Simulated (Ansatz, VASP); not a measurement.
GaN: VASP beside Ansatz

```
CELL_PARAMETERS angstrom
0.00000 2.17711 2.17711
2.17711 0.00000 2.17711
2.17711 2.17711 0.00000
ATOMIC_POSITIONS crystal
Ga 0.00000 0.00000 0.00000
N 0.50000 0.50000 0.50000
```

Change from the starting cell: volume scaled by 1.06.

Alike in both runs: task single point; functional PBE; k mesh 11 × 11 × 11; occupations fermi-dirac, width 0.05 eV; no spin polarisation.

|  | VASP | Ansatz |
| --- | --- | --- |
| version | VASP 6.6.1 | Ansatz 0.2.0 |
| potentials or method | VASP PAW PBE potentials, release 64 (Ga_d, N) | Ansatz PAW |
| plane-wave cutoff (eV) | 520 | 420 |
| valence electrons in the cell | 18 | 18 |

```csv
,VASP,Ansatz,Ansatz less VASP
gap on the k mesh at the Fermi level (eV),0.20,0.21,+0.007
least direct gap on the mesh (eV),1.69,1.69,+0.001
pressure (GPa),-10.2,-10.8,-0.64
```

The functional is the same, so the differences come from potentials, cutoffs and numerics.

Caveats: an odd mesh through Γ misses points on the zone boundary, where band edges often lie (VASP); odd divisions of the mesh miss points on the zone boundary, where band edges often lie, so the gap on the mesh can be too wide (Ansatz); the pressure holds a Pulay correction of +0.6 GPa for the finite cutoff (Ansatz).
